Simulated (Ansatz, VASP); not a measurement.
## Two plane-wave programs on AlN

```
Al N
1.0
     0.00000   -1.97203   -1.97203
     0.00000    1.97203   -1.97203
     3.94406    0.00000    0.00000
Al N
2 2
Cartesian
  0.0000 -0.0661 -1.9720
  1.9720 0.0661 0.0000
  1.9720 0.0271 -1.9720
  0.0000 1.9450 -1.9720
```

Change from the starting cell: mode 4 frozen in at -0.067 Å, equal normal strain along x, y and z -0.0167.

Alike in both runs: task single point; functional LDA; k mesh 8 × 8 × 6; occupations gaussian, width 0.05 eV; no spin polarisation.

```csv
,VASP,Ansatz
version,VASP 6.6.1,Ansatz 0.2.0
potentials or method,"VASP PAW LDA potentials, release 64 (Al, N)","scalar-relativistic, plane waves, PAW"
plane-wave cutoff (eV),520,520
valence electrons in the cell,16,16
```

Ansatz gave:

| Quantity | Value |
| --- | --- |
| gap on the k mesh at the Fermi level (eV) | 5.02 |
| least direct gap on the mesh (eV) | 5.05 |
| pressure (GPa) | 15.9 |
| largest component of the traceless stress (GPa) | 0.80 |
| rms of the force components (eV/Å) | 0.352 |

**Question.** What did VASP give for the same quantities?

**Answer.** gap on the k mesh at the Fermi level (eV): 5.02; least direct gap on the mesh (eV): 5.05; pressure (GPa): 16.7; largest component of the traceless stress (GPa): 0.81; rms of the force components (eV/Å): 0.356.

Atom by atom the forces differ by 0.007 eV/Å (rms over components).

Caveats: so large a pressure means that the cell lies far from this level's equilibrium, or that cutoff or potentials fall short (VASP). A k mesh can miss the band edges.
